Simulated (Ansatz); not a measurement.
Base system: NaF in the rock salt structure (space group Fm-3m, No. 225; a = 4.629 Å). Axes: x, y, z lie along the cube axes.

Calculations: Ansatz (a quantum-chemistry and plane-wave program) PBEsol, scalar-relativistic without spin-orbit coupling.

Modification: a pure shear with ε_xy = ε_yx = 0.0114, atoms relaxed at fixed cell.

Predict the stress tensor and what it implies for the stiffness.

Stress of the strained cell less that of the base (GPa, compression positive):
```
   0.01   -0.62    0.00
  -0.62    0.01    0.00
   0.00    0.00   -0.01
```

Then −Δσ/γ with γ = 2ε = 0.0228 gives relaxed-ion elastic constants: C66 ≈ 27 GPa.

Whether these cells are dynamically stable was not tested.
